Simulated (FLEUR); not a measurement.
ZrS2 under changes of volume

One of the cells (23.763 Å³/atom); the others are scaled copies at fixed shape and fractional positions:

```
Zr S
1.0
     3.69138    0.00000    0.00000
    -1.84569    3.19683    0.00000
     0.00000    0.00000    6.04108
Zr S
1 2
Cartesian
  0.0000 0.0000 0.0000
  0.0000 2.1312 1.4372
  1.8457 1.0656 4.6038
```

The cell is a database's computed one.

```yaml
Program: FLEUR MaX-R8.1 (later development tree)
Functional: PBEsol
Potentials_or_basis: all-electron
Basis: FLAPW
Kmax: 5.24 1/bohr
k_mesh: 8 × 8 × 5
Occupations: fermi-dirac, width 0.05 eV
Spin: no spin polarisation
```

```tsv
volume (Å³/atom)	energy over the lowest point (meV/atom)	gap on the mesh (eV)
22.337	7.45	0.94
22.813	0.67	0.96
23.288	0.00	0.97
23.763	4.85	0.98
24.238	14.66	1.00
24.714	28.94	1.00
25.189	?	?
```

Task: What does the run at 25.189 Å³/atom give?

Result: Energy over the lowest point 47.26 meV/atom; gap on the mesh 1.01 eV.

Worked out: A Birch-Murnaghan fit of order 3 (a polynomial in V^(-2/3)) to the other rows has its minimum at 23.10 Å³/atom with B0 = V·E''(V) = 94 GPa and B' = 4.1 at fixed shape and positions, which overstates the stiffness. It gives 47.22 meV/atom at 25.189 Å³/atom, against the run's 47.26. A straight line through the other rows of the gap, of slope 0.609 eV per unit of ln V, extrapolates to 1.02 eV, against the run's 1.01.

Energies are extrapolated to zero smearing.

Caveats: an odd mesh through Γ misses points on the zone boundary, where band edges often lie; this functional lacks dispersion, which binds the layers, so the pressure and a relaxed spacing across them are unreliable. Spin-orbit coupling on Zr is left out.
